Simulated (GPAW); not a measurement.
## RbCl: equation of state with LDA

The system is RbCl.

```
CELL_PARAMETERS angstrom
0.00000 3.27400 3.27400
3.27400 0.00000 3.27400
3.27400 3.27400 0.00000
ATOMIC_POSITIONS crystal
Rb 0.00000 0.00000 0.00000
Cl 0.50000 0.50000 0.50000
```

* Program: GPAW 26.7.0
* Task: equation of state
* Functional: LDA
* Potentials or basis: the program's PAW data sets (release 1.2.1) made for this functional
* Cutoff: 600 eV
* Basis: pw
* k mesh: 7 × 7 × 7
* Occupations: fermi-dirac, width 0.05 eV
* Spin: no spin polarisation

```
Equilibrium volume : 32.54 Å³/atom (rough: see the caveat)
Bulk modulus       : 22 GPa (rough)
```

Energy against volume, from the lowest point:
| volume (Å³/atom) | energy (meV/atom) |
| --- | --- |
| 32.989 | 0.00 |
| 33.690 | 2.17 |
| 34.392 | 6.00 |
| 35.094 | 11.27 |
| 35.796 | 17.81 |
| 36.498 | 25.44 |
| 37.200 | 34.05 |

Wall time 96 s on 1 thread of Arm Neoverse V1, on a shared host, peak memory 0.24 GiB.

Caveat: the minimum lies outside the volumes run.
